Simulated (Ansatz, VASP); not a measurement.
## Two plane-wave programs on Pd

```xyz
1
Lattice="0.0000 1.9211 1.9211 1.9211 0.0000 1.9211 1.9211 1.9211 0.0000" Properties=species:S:1:pos:R:3 pbc="T T T"
Pd    0.0000    0.0000    0.0000
```

Alike in both runs: task single point; functional LDA; k mesh 14 × 14 × 14; occupations gaussian, width 0.1 eV; no spin polarisation.

|  | VASP | Ansatz |
| --- | --- | --- |
| version | VASP 6.6.1 | Ansatz 0.2.0 |
| potentials or method | VASP PAW LDA potentials, release 64 (Pd) | plane waves (420 eV) with PAW, scalar-relativistic |
| plane-wave cutoff (eV) | 520 | 420 |
| valence electrons in the cell | 10 | 18 |

|  | VASP | Ansatz | Ansatz less VASP |
| --- | --- | --- | --- |
| pressure (GPa) | -0.1 | -0.4 | -0.31 |

The two sets of potentials don't hold the same shells in valence. Ansatz warned: «pseudo_functional_mismatch».
